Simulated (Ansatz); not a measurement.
# AgBr: the cost of one run

Computed with Ansatz 0.2.0 (DFT PBE, scalar-relativistic, plane waves, PAW, unless a step's input says otherwise).

### Step 1. The structure to begin with

Symmetry: Fm-3m, No. 225, cubic system. Conventional cell: a = 5.841 Å, b = 5.841 Å, c = 5.841 Å, α = 90.00°, β = 90.00°, γ = 90.00°. Ag (site symmetry m-3m) has 6 Br at 2.92 Å as nearest neighbours. Br (site symmetry m-3m) has 6 Ag at 2.92 Å as nearest neighbours.

Structure file:

```
Ag Br
1.0
    -2.06543    2.06543    2.91960
     2.06543   -2.06543    2.91960
     2.06543    2.06543   -2.91960
Ag Br
1 1
Direct
  0.50000 0.50000 0.00000
  0.00000 0.00000 0.00000
```

It is the end of an earlier relaxation with the same method, from a generated guess; it is a trial structure. At a tolerance of 0.02 Å it has space group Fm-3m (No. 225); it has 24.91 Å³/atom, an uncorrected energy of -0.32 eV/atom over the elements and, on its mesh, gap 0.69 eV.

### Step 2. Volume × 0.97

input.yaml reads:

```yaml
crystal:
  lattice:
    - [-2.0445614637, 2.0445614637, 2.8901036282]
    - [2.0445614637, -2.0445614637, 2.8901036282]
    - [2.0445614637, 2.0445614637, -2.8901036282]
  atoms:
    - { symbol: Ag, position: [0.5, 0.5, 0.0] }
    - { symbol: Br, position: [0.0, 0.0, 0.0] }
basis:
  ecutwfc: 420
kpoints:
  mp_grid: { grid: [10, 10, 10] }
hamiltonian:
  xc: pbe
scf:
  occupations: { method: gaussian, width: 0.02 }
output:
  forces: true
  stress: true
  eigenvalues: true
relax:
  adjacent_minimum: "off"
  f_tol: 0.01
  max_steps: 30
  cell: { stress_tol: 0.1, fix: [volume] }
```

Launch:

```sh
> ansatz run input.yaml --threads 1 --pin off --max-ram 2560MiB --backend cpu --events-out ev --progress --plain --runs-dir out
```

Q: Estimate wall time and peak memory on 1 thread of Arm Neoverse V2, shared host.

About 8.5 s, with a peak of 0.37 GiB.
